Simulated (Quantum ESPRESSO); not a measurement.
Runs of Quantum ESPRESSO 7.5 on MoS2. Symmetry: R3m, No. 160, trigonal system. The conventional cell has a = 3.163 Å, b = 3.163 Å, c = 18.370 Å, α = 90.00°, β = 90.00°, γ = 120.00°. Mo (site symmetry 3m) is surrounded by 6 S at 2.36 Å. S (site symmetry 3m) has 3 Mo at 2.36 Å as nearest neighbours. Around S (site symmetry 3m) lie 3 Mo at 2.36 Å. Measurements of this composition are mostly on another form, of space group No. 194.

```tsv
level	U	gap on the mesh (eV)	pressure (GPa)	moment (μB)	largest force (eV/Å)
PBE	-	(b)	8.9	0.00	1.27
PBE+U	Mo d U = 4 eV	(a)	9.1	0.00	1.28
PBE+U	Mo d U = 6 eV	none	28.3	2.00	2.29
PBE+U	Mo d U = 8 eV	none	32.0	2.00	2.71
PBE+U	Mo d U = 3 eV	0.91	9.0	0.00	1.27
```

Alike in all rows: task single point; potentials or basis GBRV 1.5 PBE; spin collinear, ferromagnetic start; cell as given; k mesh 7 × 7 × 7; cutoff (eV) 612; smearing gaussian 0.05 eV.

Fill in the values left out.

(a) 0.89; (b) 0.94.

Caveats: forces of over 1 eV/Å show positions far from the minimum, so gaps and moduli don't describe the material at rest; an odd mesh through Γ misses points on the zone boundary, where band edges often lie (some runs); a pressure of tens of GPa on the cell as given is suspect, and the run, the potentials or the cell itself is likely at fault (some runs).

A k mesh can miss the band edges, and the runs leave out spin-orbit coupling on Mo.

A gap of «none» marks a metal or a gap under the smearing width.
